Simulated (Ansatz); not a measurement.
Write a Python script for Ansatz's Python interface that makes a frozen displacement of one atom of C, space group Cmme. Settings (first run): PBEsol, PAW, the default cutoff (420 eV here), 10×10×3 k-points, Methfessel-Paxton smearing of 0.15 eV, D3BJATM dispersion.

```
C
1.0
     1.22805   -2.12706    0.00000
     1.22805    2.12706    0.00000
     0.00000    0.00000    7.17327
C
4
Direct
  0.08338 0.91662 0.75314
  0.58338 0.41662 0.24686
  0.91662 0.08338 0.24686
  0.41662 0.58338 0.75314
```

`c_push.py`
```python
# -*- coding: utf-8 -*-
"""Frozen displacement of one atom in C."""

import warnings

import ansatz
import numpy as np

warnings.simplefilter("ignore", ansatz.DeckWarning)

lattice = ansatz.Lattice.of(
    (1.228048, -2.127062, 0.0),
    (1.228048, 2.127062, 0.0),
    (0.0, 0.0, 7.173268),
)
sites = [
    ("C", (0.083379, 0.916621, 0.753138)),
    ("C", (0.583379, 0.416621, 0.246862)),
    ("C", (0.916621, 0.083379, 0.246862)),
    ("C", (0.416621, 0.583379, 0.753138)),
]
xtal = ansatz.Crystal(lattice=lattice)
for symbol, position in sites:
    xtal = xtal.atom(symbol, position)

inverse = np.linalg.inv(np.array(xtal.lattice.vectors))
home = np.array(xtal.sites[3].position)
values = np.linspace(-0.1, 0.1, 5)
energies, pulls = [], []
for shift in values:
    moved = xtal.move(3, to=home + shift * inverse[2])
    model = (
        moved.calculation()
        .functional(ansatz.Functional.PBESOL, dispersion="d3bjatm")
        .kpoints(10, 10, 3)
        .occupations("methfessel_paxton", width=0.15)
        .forces()
    )
    rep = model.run(threads=1).report
    energies.append(rep["free_energy_ev"])
    pulls.append(rep["forces_ev_ang"][3][2])

# the force is minus the slope of the free energy
print("shift (A)   dE (eV)   force along z (eV/A)")
for shift, e, f in zip(values, energies, pulls):
    print(f"{shift:8.3f} {e - energies[2]:10.5f} {f:12.4f}")
print(f"stiffness from energies {2 * np.polyfit(values, energies, 2)[0]:.3f}, from forces {-np.polyfit(values, pulls, 1)[0]:.3f} eV/A^2")
```

```console
$ python c_push.py
shift (A)   dE (eV)   force along z (eV/A)
  -0.100    0.08400       1.6867
  -0.050    0.02086       0.8395
   0.000    0.00000      -0.0052
   0.050    0.02137      -0.8500
   0.100    0.08504      -1.6972
stiffness from energies 16.906, from forces 16.915 eV/A^2
```

The curvature of the energy gives 16.906 eV/Å² and the slope of the force 16.915 eV/Å², a positive curvature.

Notes:
- This isn't the structure that C takes at ambient conditions.
- All periodic images of the atom move with it, so the curvature is one diagonal element of the zone-centre force constants and no normal mode; a positive value doesn't exclude soft modes in which several atoms move.
- It ran for 18 s on 1 thread of Arm Neoverse V1, with other jobs on the host, peak memory 0.38 GiB.
